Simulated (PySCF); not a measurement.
**C4H9NO: core ionisation energies**

Species: N,N-dimethylacetamide, C4H9NO.
Geometry (PBE0-D3(BJ)/def2-SVP, Å), atoms numbered from 1 in this order:
```xyz
15
C4H9NO angstrom
C      1.9862   -0.2418    0.2553
C      0.8106    0.7119    0.1969
O      0.9698    1.9067    0.3647
N     -0.4265    0.1743   -0.0538
C     -0.7004   -1.2233   -0.2467
C     -1.5691    1.0515   -0.0976
H      1.8627   -1.0023    1.0411
H      2.8748    0.3592    0.4774
H      2.1395   -0.7642   -0.7013
H     -1.2259   -1.3894   -1.2039
H      0.2213   -1.8137   -0.2650
H     -1.3453   -1.6219    0.5579
H     -1.2188    2.0786    0.0570
H     -2.2976    0.7927    0.6909
H     -2.0812    0.9818   -1.0729
```

The calculation used delta-SCF UKS SCAN, pcX-2 on the ionised atom, pcseg-1 elsewhere, spin-free X2C in PySCF 2.14.0. Vertical ΔSCF values, vacuum level as zero.

Task: List the computed XPS lines with their assignment.

Result: 
```
atom(s)                 bonded to  level  binding energy (eV)  above the level's lowest (eV)  count
     C1                 C and 3 H   C 1s               290.94                           0.00      1
     C2  O (double bond), N and C   C 1s               293.25                          +2.31      1
     O3           C (double bond)   O 1s               536.45                           0.00      1
     N4                       3 C   N 1s               405.58                           0.00      1
  C5/C6                 N and 3 H   C 1s               292.08                          +1.14      2
```

Lowest listed C 1s: C1, bonded to C and 3 H. Highest, 2.31 eV above it: C2, bonded to O (double bond), N and C. Summing the Pauling electronegativity differences to the bonded atoms, each weighted by its formal bond order, gives -1.05 for the lowest site and +2.27 for the highest; no listed site has a larger sum than the highest.

Task: Give the binding energy of C 1s of C1 in hartree and in kJ/mol.

Result: 290.94 eV = 10.6918 Eh = 28071 kJ/mol.

One atom of each set of topologically equivalent atoms was ionised and stands for the set; in this conformer not all members are related by symmetry, and their own values weren't computed. Geometry: PBE0-D3(BJ)/def2-SVP; no solvent, vibrations or thermal averaging.

The run took 39 s on one thread of an Arm Neoverse V1, shared host with 32 logical CPUs at a one-minute load of 7.8, and the process peaked at 0.60 GiB of memory.
